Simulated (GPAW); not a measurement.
The system is AlAu.

```
Au Al
1.0
     3.22394    0.00000    0.00000
     0.00000    3.22394    0.00000
     0.00000    0.00000    3.22394
Au Al
1 1
Direct
  0.50000 0.50000 0.50000
  0.00000 0.00000 0.00000
```

The cell comes from a database or a generator and needn't be the stable form of this composition.

| Quantity | Value |
| --- | --- |
| Program | GPAW 26.7.0 |
| Task | relaxation of cell and atoms |
| Functional | PBEsol |
| Dispersion | D4 |
| Potentials or basis | PAW data sets generated in the run's folder for this functional |
| Cutoff | 600 eV |
| Basis | pw |
| k mesh | 8 × 8 × 8 |
| Occupations | fermi-dirac, width 0.05 eV |
| Spin | no spin polarisation |

At the start: pressure -7.1 GPa; volume 16.75 Å³/atom.

Where does the relaxation end?

Over 4 steps the energy falls by 22.7 meV/atom and the volume is 15.78 Å³/atom (-5.8 %); space group Pm-3m (No. 221, to 0.05 Å).

Step by step:
```
step  energy change (eV)  largest force (eV/Å)  pressure (GPa)  volume (Å³)
   1              0.0000                0.0000           -7.06        33.51
   2             -0.0205                0.0000           -5.43        32.98
   3             -0.0449                0.0000            0.65        31.40
   4             -0.0453                0.0000           -0.05        31.56
```

Final structure:
```
CELL_PARAMETERS angstrom
3.16005 0.00000 0.00000
0.00000 3.16005 0.00000
0.00000 0.00000 3.16005
ATOMIC_POSITIONS crystal
Au 0.50000 0.50000 0.50000
Al 0.00000 0.00000 0.00000
```

Caveat: with this Au data set, volumes or pressures lay over 1.5 % or 2 GPa off other programs in two to four cells of ten; later steps reuse the first step's grids; pairwise dispersion overbinds metals, which lowers pressure and volume.
